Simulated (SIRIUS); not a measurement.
Rh:

```
Rh
1.0
     0.00000    1.89785    1.89785
     1.89785    0.00000    1.89785
     1.89785    1.89785    0.00000
Rh
1
Direct
  0.00000 0.00000 0.00000
```

| Property | Result |
| --- | --- |
| Program | SIRIUS 7.10.0 |
| Task | single point |
| Functional | PBEsol |
| Potentials or basis | PseudoDojo 0.4.1 PBEsol standard (scalar relativistic) |
| Cutoff | 1202 eV |
| Density cutoff | 4809 eV |
| k mesh | 12 × 12 × 12 |
| Occupations | fermi-dirac, width 0.05 eV |
| Spin | no spin polarisation |

On this cell: pressure -3.4 GPa; band gap on the k mesh none (metal or under the smearing width).

The same run follows on a disturbed copy (cell strained at random at fixed volume):

```
CELL_PARAMETERS angstrom
-0.03933 1.88309 1.96246
1.90193 0.03281 1.89032
1.92465 1.83367 0.01009
ATOMIC_POSITIONS crystal
Rh 0.00477 0.00350 0.99418
```

Problem. What changes?

Solution. The energy (extrapolated to zero smearing) moves by +43.1 meV/atom; pressure -2.1 GPa; band gap on the k mesh none (metal or under the smearing width).

Stress tensor (GPa, compression positive):
```
 -7.17   1.96   5.54
  1.96   5.23 -10.04
  5.54 -10.04  -4.41
```
